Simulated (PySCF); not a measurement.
Molecule: NZnH3, in a box.

```xyz
5
Lattice="11.0000 0.0000 0.0000 0.0000 13.0000 0.0000 0.0000 0.0000 11.0000" Properties=species:S:1:pos:R:3 pbc="T T T"
N     5.5184    5.2294    5.3074
Zn    5.9807    6.9731    5.2742
H     4.5605    4.9303    4.9651
H     5.6434    4.6239    6.1652
H     6.4603    8.4207    5.1612
```

The cell isn't the ideal one: atoms moved at random, drawn with an rms of 0.05 Å.

Base run:

```yaml
Program: PySCF 2.14.0
Functional: B3PW91
Potentials_or_basis: pob-tzvp-rev2 (all-electron)
k_mesh: 1 × 1 × 1
Occupations: fixed
Spin: no spin polarisation
```

Its results: gap between the frontier levels 7.66 eV.

Task: After a change of settings the same cell gave: gap between the frontier levels 7.34 eV. Which change was it?
A. functional from B3PW91 to TPSSh
B. functional from B3PW91 to HSE03; dispersion from none to D3
C. functional from B3PW91 to SCAN0

Result: B.

Caveats: this is a molecule in a periodic box at the Γ point, so its band gap is the HOMO-LUMO gap; the basis of atomic orbitals isn't converged, which shifts pressures, moduli and gaps; this basis is made for solids and lacks diffuse functions, so gaps of a molecule come out too wide by an eV or more; this program's HSE differs a little from the usual definition (some runs).

Runs at the PBE level aren't shown here.
